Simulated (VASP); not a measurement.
VASP 6.6.1 run: GaN

INCAR

```
SIGMA = 0.02
PREC = Single
GGA = PE
NELM = 93
LREAL = .FALSE.
NSW = 0
LASPH = .TRUE.
LWAVE = .FALSE.
LCHARG = .FALSE.
IBRION = -1
ISIF = 2
NBANDS = 16
ENCUT = 800
ISMEAR = -1
EDIFF = 1E-7
```

KPOINTS

```
KPOINTS created by Atomic Simulation Environment
0
Gamma
10 10 10
0 0 0
```

POSCAR

```
Ga N
 1.0000000000000000
     0.0000000000000000    2.2489525411000000    2.2939315918999998
     2.2489525411000000    0.0000000000000000    2.2939315918999998
     2.2489525411000000    2.2489525411000000    0.0000000000000000
 Ga  N
   1   1
Cartesian
  0.0000000000000000  0.0000000000000000  0.0000000000000000
  1.1244762705500000  1.1244762705500000  1.1469657959500001
```

The recommended PBE PAW datasets give the neutral cell 18 valence electrons.

Command

```
mpirun -np 1 vasp_std
```

Task: How does this run end, and what does it give?

Result: It converged. Results: gap between bands v and c on the k mesh 1.61 eV; least direct gap on the k mesh 1.61 eV; pressure 2.5 GPa. Band v is the last that the valence electrons fill when counted band by band, and c is the next.

OSZICAR

```
N       E                     dE             d eps       ncg     rms          rms(c)
DAV:   1     0.104923163557E+03    0.10492E+03   -0.11562E+04  3568   0.259E+03
DAV:   2    -0.558521101083E+01   -0.11051E+03   -0.10171E+03  3648   0.412E+02
DAV:   3    -0.140205830716E+02   -0.84354E+01   -0.83863E+01  3896   0.933E+01
DAV:   4    -0.141360977599E+02   -0.11551E+00   -0.11548E+00  4144   0.123E+01
DAV:   5    -0.141376363199E+02   -0.15386E-02   -0.15385E-02  4000   0.126E+00    0.766E+00
DAV:   6    -0.121551796262E+02    0.19825E+01   -0.49788E+00  5104   0.408E+01    0.268E+00
DAV:   7    -0.121614621351E+02   -0.62825E-02   -0.31335E-01  3584   0.657E+00    0.172E+00
DAV:   8    -0.121581947330E+02    0.32674E-02   -0.58451E-02  3960   0.343E+00    0.717E-01
DAV:   9    -0.121546681011E+02    0.35266E-02   -0.12451E-02  4952   0.266E+00    0.200E-01
DAV:  10    -0.121550216489E+02   -0.35355E-03   -0.12713E-03  3864   0.545E-01    0.855E-02
DAV:  11    -0.121549415711E+02    0.80078E-04   -0.26999E-04  4944   0.291E-01    0.109E-02
DAV:  12    -0.121549471536E+02   -0.55825E-05   -0.30181E-05  3768   0.714E-02    0.906E-03
DAV:  13    -0.121549470286E+02    0.12507E-06   -0.17250E-06  4024   0.193E-02    0.232E-03
DAV:  14    -0.121549469691E+02    0.59462E-07   -0.78059E-08  3144   0.348E-03
   1 F= -.12154947E+02 E0= -.12154947E+02  d E =-.618667E-11
```

Standard output (part)

```
POSCAR found type information on POSCAR GaN
 POSCAR found :  2 types and       2 ions
 LDA part: xc-table for (Slater+PW92), standard interpolation
 POSCAR, INCAR and KPOINTS ok, starting setup
 WAVECAR not read
 entering main loop
```

For comparison, a separate PBE run of the intended cell, on usual settings and not on those above, gives a gap of 1.60 eV on its mesh and a pressure of 2.5 GPa.
